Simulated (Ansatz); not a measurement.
# MgO at 8 GPa (stress–strain coefficients): relaxed-ion elastic tensor

Method: Ansatz, DFT LDA, scalar-relativistic, plane waves, PAW. Plane waves to 420 eV; Γ-centred k mesh 12×12×6; fixed occupations. No spin polarisation.

The cell, relaxed at 8 GPa:
```yaml
crystal:
  lattice:
    - [3.39024, 0.00000, 0.00000]
    - [-1.69512, 2.93604, 0.00000]
    - [0.00000, 0.00000, 4.07471]
  atoms:
    - { symbol: Mg, position: [0.66667, 0.33333, 0.75000] }
    - { symbol: Mg, position: [0.33333, 0.66667, 0.25000] }
    - { symbol: O, position: [0.66667, 0.33333, 0.25000] }
    - { symbol: O, position: [0.33333, 0.66667, 0.75000] }
```

Problem. Give the relaxed-ion elastic constants (GPa, Voigt order xx yy zz yz xz xy, on the axes of the cell above).

Solution.
```
231.4 187.6  92.0   0.0   0.0   0.0
187.6 231.4  92.0   0.0   0.0   0.0
 91.9  91.9 359.2   0.0   0.0   0.0
  0.0   0.0   0.0 124.5   0.0   0.0
  0.0   0.0   0.0   0.0 124.5   0.0
  0.0   0.0   0.0   0.0   0.0  21.9
```

Problem. Is the crystal stable against homogeneous strain?

Solution. Yes: the least eigenvalue of the tensor is 21.9 GPa.

Problem. And the moduli of a polycrystal (Hill averages)?

Solution. B = 174 GPa, G = 64 GPa, E = 171 GPa, ν = 0.34.

This form isn't the usual stable structure of the compound at low pressure.

Cost: 1 run of about 0.98 core-minutes, on Intel Xeon Platinum 8488C (Sapphire Rapids) (shared hosts).